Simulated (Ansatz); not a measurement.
**KI: energy along a strain**

KI, Fm-3m, a = 7.049 Å (as given, not relaxed at this level: 0.7 GPa). Ansatz: PBE, PAW, 420 eV, Γ-centred 6×6×6 mesh on 2 atoms, Gaussian smearing 0.05 eV; no spin polarisation. Cell vectors (Å): 0.000 3.525 3.525; 3.525 0.000 3.525; 3.525 3.525 0.000. The cell is strained by x per cent times the pattern (0 0 1 0 0 0) in the order xx yy zz yz xz xy (engineering shears), with fractional coordinates held. y is the free energy over the start, V0 = 43.784 Å³/atom.

```
x (%) y (meV/atom)
-4.00             ?
-3.00         10.10
-2.00          5.64
-1.00          2.32
 0.00          0.00
 1.00         -1.44
 2.00         -2.12
 3.00         -2.13
 3.50         -1.91
 4.00         -1.56
```

Task: Fit y = c1 x + c2 x² + c3 x³ to the other rows, get the stiffness along the pattern, and predict the missing energy.

Result: Least squares on the rows shown. y = −1.8690 x + 0.44286 x² − 0.018425 x³. The clamped-ion stiffness p·C·p = 2 × 4.429 eV × 160.2 / 43.784 Å³ = 32 GPa, which is C33 in these axes (C11 of the cubic crystal) (second derivative at the start, which stands under stress). At x = -4.00 the fit asked for gives 15.74 meV/atom. The run gave 15.86 meV/atom, so the fit is 0.12 meV/atom too low, a small miss on the scale of the series.